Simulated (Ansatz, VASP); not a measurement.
# Si in VASP and in Ansatz

POSCAR

```
Si
1.0
    0.0000000000      2.6665274206      2.6665274206
    2.6665274206      0.0000000000      2.6665274206
    2.6665274206      2.6665274206      0.0000000000
Si
2
Direct
    0.7500000000      0.7500000000      0.7500000000
    0.5000000000      0.5000000000      0.5000000000
```

Contents of INCAR.step1:

```
PREC = Accurate
ENCUT = 520
ISMEAR = 0
SIGMA = 0.02
LREAL = F
LASPH = T
NELM = 60
NBANDS = 11
GGA = PE
ALGO = Normal
EDIFF = 1E-4
LWAVE = T
LCHARG = F
```

INCAR.step2

```
PREC = Accurate
ENCUT = 520
EDIFF = 1E-7
ISMEAR = 0
SIGMA = 0.02
LREAL = F
LASPH = T
NELM = 60
ALGO = Normal
ISIF = 2
LWAVE = F
LCHARG = F
METAGGA = R2SCAN
LMIXTAU = T
NBANDS = 11
ISTART = 1
```

File KPOINTS:

```
Automatic mesh
0
Gamma
  10 10 10
```

Input for Ansatz:

```yaml
crystal:
  lattice:
    - [0.0, 2.6665274206, 2.6665274206]
    - [2.6665274206, 0.0, 2.6665274206]
    - [2.6665274206, 2.6665274206, 0.0]
  atoms:
    - { symbol: Si, position: [0.75, 0.75, 0.75] }
    - { symbol: Si, position: [0.5, 0.5, 0.5] }
basis:
  ecutwfc: 500
  xc_grid: 4
kpoints:
  mp_grid: { grid: [10, 10, 10] }
hamiltonian:
  xc: r2scan
scf:
  occupations: { method: gaussian, width: 0.02 }
output:
  forces: true
  eigenvalues: true
  stress: true
```

Alike in both runs: task single point; functional r2SCAN; k mesh 10 × 10 × 10; occupations gaussian, width 0.02 eV; no spin polarisation.

|  | VASP | Ansatz |
| --- | --- | --- |
| version | VASP 6.6.1 | Ansatz 0.2.0 |
| potentials or method | VASP PAW PBE potentials, release 64 (Si) | scalar-relativistic, plane waves, PAW |
| plane-wave cutoff (eV) | 520 | 500 |
| valence electrons in the cell | 8 | 8 |

|  | VASP | Ansatz | Ansatz less VASP |
| --- | --- | --- | --- |
| gap on the k mesh at the Fermi level (eV) | 0.69 | 0.67 | -0.017 |
| pressure (GPa) | 6.6 | 6.8 | +0.26 |

With one functional, cell and mesh, what is left measures potentials, basis and numerics.

Caveats: the PAW data sets were made with another functional, which shifts forces and pressure a little (VASP). r2SCAN opens gaps a little over a GGA but as a rule still falls short of measured ones. A k mesh can miss the band edges.
